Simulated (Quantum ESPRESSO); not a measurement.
ZrB2: zone-centre phonons under several settings

```xyz
3
Lattice="3.1700 0.0000 0.0000 -1.5850 2.7453 0.0000 0.0000 0.0000 3.5330" Properties=species:S:1:pos:R:3 pbc="T T T"
Zr    0.0000    0.0000    0.0000
B     1.5850    0.9151    1.7665
B     0.0000    1.8302    1.7665
```

All runs used Quantum ESPRESSO 7.5; potentials PseudoDojo 0.4.1 SR LDA standard; k mesh 8 × 8 × 7; no spin polarisation; cutoff 1034 eV; occupations cold, width 0.2 eV.

```tsv
level	geometry	volume (Å³/atom)	pressure (GPa)	lowest optical mode without the field (cm⁻¹)	highest optical mode without the field (cm⁻¹)
LDA	relaxed at 0 GPa	9.89	0.0	465	788
LDA	relaxed at 10 GPa	9.54	10.0	487	826
LDA	relaxed at 25 GPa	9.11	24.9	517	878
LDA	relaxed at 50 GPa	?	49.9	?	?
LDA	relaxed at 80 GPa	8.05	79.9	598	1031
```

Q: What stands in the row left open?

A: Volume 8.56 Å³/atom; lowest optical mode without the field 558 cm⁻¹; highest optical mode without the field 953 cm⁻¹.

Caveats: the mesh is thin for the phonons of a metal; the cell is more than 3 GPa from zero pressure, which shifts response properties (some runs); the volume moved by over 15 % at a fixed basis, so the end points are rough (some runs).

For the row left open. Caveat: the mesh is thin for the phonons of a metal; the volume moved by over 15 % at a fixed basis, so the end points are rough; the cell is more than 3 GPa from zero pressure, which shifts response properties.
